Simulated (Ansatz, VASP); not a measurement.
## Two plane-wave programs on CdS

```xyz
2
Lattice="0.0000 2.7951 2.7951 2.7951 0.0000 2.7951 2.7951 2.7951 0.0000" Properties=species:S:1:pos:R:3 pbc="T T T"
Cd    0.0475    0.0000    0.0000
S     2.6286    2.7951    2.7951
```

Change from the starting cell: mode 4 frozen in at -0.162 Å, equal normal strain along x, y and z +0.0250.

Alike in both runs: task single point; functional r2SCAN; k mesh 8 × 8 × 8; occupations gaussian, width 0.05 eV; no spin polarisation.

|  | VASP | Ansatz |
| --- | --- | --- |
| version | VASP 6.6.1 | Ansatz 0.2.0 |
| potentials or method | VASP PAW PBE potentials, release 64 (Cd, S) | scalar-relativistic, plane waves, PAW |
| plane-wave cutoff (eV) | 520 | 500 |
| valence electrons in the cell | 18 | 26 |

VASP gave:

```
gap on the k mesh at the Fermi level (eV)       : 0.80
least direct gap on the mesh (eV)               : 1.81
pressure (GPa)                                  : -3.7
largest component of the traceless stress (GPa) : 2.39
rms of the force components (eV/Å)              : 0.172
```

Which values does Ansatz return?

gap on the k mesh at the Fermi level (eV): 0.83; least direct gap on the mesh (eV): 1.84; pressure (GPa): -4.1; largest component of the traceless stress (GPa): 2.33; rms of the force components (eV/Å): 0.162.

Atom by atom the forces differ by 0.010 eV/Å (rms over components). The functional is the same, so the differences come from potentials, cutoffs and numerics. The two sets of potentials don't hold the same shells in valence.

Caveats: the PAW data sets were made with another functional, which shifts forces and pressure a little (VASP). A k mesh can miss the band edges.
